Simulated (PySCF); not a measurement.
Compound: norbornene, C7H10.
Atom-mapped SMILES: `[CH:1]1=[CH:2][C@H:3]2[CH2:4][CH2:5][C@@H:6]1[CH2:7]2` (hydrogens: H8 on C1; H9 on C2; H10 on C3; H11, H12 on C4; H13, H14 on C5; H15 on C6; H16, H17 on C7)

The same species was optimised twice, with GFN2-xTB and with PBE0-D3(BJ)/def2-SVP (PySCF), and the same property calculations (PySCF, gas phase) were run on both structures.

```tsv
coordinate	GFN2-xTB	PBE0-D3(BJ)/def2-SVP	change
C1=C2 (Å)	1.326	1.341	+0.015
C5–C6 (Å)	1.547	1.557	+0.010
C3–C4 (Å)	1.547	1.556	+0.009
C4–C5 (Å)	1.540	1.549	+0.009
C2–C3 (Å)	1.507	1.514	+0.007
C1–C6 (Å)	1.507	1.514	+0.007
C3–C7 (Å)	1.532	1.536	+0.004
C6–C7 (Å)	1.532	1.536	+0.004
C2–C3–C4 (°)	105.5	106.0	+0.5
C1–C6–C5 (°)	105.5	106.0	+0.5
C3–C7–C6 (°)	93.4	93.7	+0.3
C4–C3–C7 (°)	100.7	100.5	-0.2
C5–C6–C7 (°)	100.7	100.5	-0.2
C1–C2–C3 (°)	107.5	107.3	-0.2
C1–C6–C7 (°)	100.4	100.3	-0.1
C2–C1–C6 (°)	107.5	107.3	-0.2
```

Rotational constants: A = 3996, B = 3498, C = 3081 MHz (GFN2-xTB) against A = 3957, B = 3452, C = 3032 MHz (PBE0-D3(BJ)/def2-SVP). Point groups within 0.08 Å: Cs and Cs.

On the GFN2-xTB structure: HOMO (eV) -6.88 [PBE0/pcSseg-1]; LUMO (eV) 0.52 [PBE0/pcSseg-1]; dipole (D) 0.31 [PBE0/pcSseg-1]; GIAO shielding of C1/C2 (mean) (ppm) 42.5 [PBE0/pcSseg-1]; GIAO shielding of C3/C6 (mean) (ppm) 141.9 [PBE0/pcSseg-1]; GIAO shielding of C4/C5 (mean) (ppm) 159.7 [PBE0/pcSseg-1]; GIAO shielding of C7 (ppm) 134.2 [PBE0/pcSseg-1].

Problem. What do these properties become on the PBE0-D3(BJ)/def2-SVP structure?

Solution. 
```csv
property,level,on GFN2-xTB,on PBE0-D3(BJ)/def2-SVP,change
HOMO (eV),PBE0/pcSseg-1,-6.88,-6.85,+0.03
LUMO (eV),PBE0/pcSseg-1,0.52,0.43,-0.09
dipole (D),PBE0/pcSseg-1,0.31,0.36,+0.05
"energy, GFN2-xTB geometry as zero (kcal/mol)",PBE0/pcSseg-1,0.0,-0.5,-0.5
GIAO shielding of C1/C2 (mean) (ppm),PBE0/pcSseg-1,42.5,38.9,-3.6
GIAO shielding of C3/C6 (mean) (ppm),PBE0/pcSseg-1,141.9,139.8,-2.1
GIAO shielding of C4/C5 (mean) (ppm),PBE0/pcSseg-1,159.7,157.4,-2.3
GIAO shielding of C7 (ppm),PBE0/pcSseg-1,134.2,132.6,-1.6
```

The heavy atoms differ by 0.010 Å rms after alignment. Among bonds between heavy atoms C1=C2 changes most (+0.015 Å). Changes are differences of the printed values. Neither structure is proved a minimum here.
